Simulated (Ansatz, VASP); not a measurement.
## One calculation of BP, two programs

```xyz
4
Lattice="3.0364 0.0000 0.0000 -1.5182 2.6296 0.0000 0.0000 0.0000 5.1831" Properties=species:S:1:pos:R:3 pbc="T T T"
B     0.0000    0.0000    0.0000
B     0.0000    0.0000    2.5915
P     0.0000    1.7531    1.2958
P     1.5182    0.8765    3.8873
```

Change from the starting cell: ordered vacancies on the anion sites of aluminium diboride (P6_3/mmc, No. 194).

Alike in both runs: functional PBE; k mesh 6 × 6 × 4; occupations gaussian, width 0.1 eV; no spin polarisation.

Ansatz relaxed the structure, and its values are those at the end. VASP's run is a single point on that final structure, the one shown.

```csv
,VASP,Ansatz
version,VASP 6.6.1,Ansatz 0.2.0
potentials or method,"VASP PAW PBE potentials, release 64 (B, P)","scalar-relativistic, plane waves, PAW"
plane-wave cutoff (eV),520,420
valence electrons in the cell,16,16
```

VASP gave:

```
gap on the k mesh at the Fermi level (eV) : none
pressure (GPa)                            : -0.2
```

Task: What did Ansatz give for the same quantities?

Result: gap on the k mesh at the Fermi level (eV): none; pressure (GPa): 0.0.

A gap of «none» marks a metal or a gap that the smearing closes.

Caveats: the k mesh is coarse (spacing up to 0.40 Å⁻¹), so the values aren't converged.
